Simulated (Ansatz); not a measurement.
Runs of Ansatz 0.2.0 on SrO. It takes space group Fm-3m (No. 225, cubic). The conventional cell has a = 5.133 Å, b = 5.133 Å, c = 5.133 Å, α = 90.00°, β = 90.00°, γ = 90.00°. Sr (site symmetry m-3m) has 6 O at 2.57 Å as nearest neighbours. Around O (site symmetry m-3m) lie 6 Sr at 2.57 Å. 

| level | k mesh | cutoff (eV) | gap on the mesh (eV) | pressure (GPa) |
| --- | --- | --- | --- | --- |
| BLYP | 9 × 9 × 9 | 420 | 3.51 | 6.2 |
| r2SCAN | 7 × 7 × 7 | 500 | 3.89 | 1.5 |
| PBEsol | 9 × 9 × 9 | 420 | (b) | (c) |
| revPBE | 9 × 9 × 9 | 420 | 3.46 | 5.6 |
| RPBE | 9 × 9 × 9 | 420 | 3.49 | 6.4 |
| LDA | 9 × 9 × 9 | 420 | 3.21 | (a) |
| r2SCAN | 9 × 9 × 9 | 500 | 3.85 | 1.5 |

Alike in all rows: task band structure; potentials or basis Ansatz PAW; no spin polarisation; cell as given; smearing fermi-dirac 0.05 eV.

Task: Estimate the missing entries.

Result: (a) -3.8; (b) 3.26; (c) -0.6.

Caveats: the k mesh misses the band edges, so the gap on the mesh is wider than the one along the path; the PAW data sets come from PBE, with cores solved anew for the run's functional, which leaves a small shift of forces and pressure.

A k mesh can miss the band edges, and the runs leave out spin-orbit coupling on Sr.

Runs at the PBE level aren't shown here.
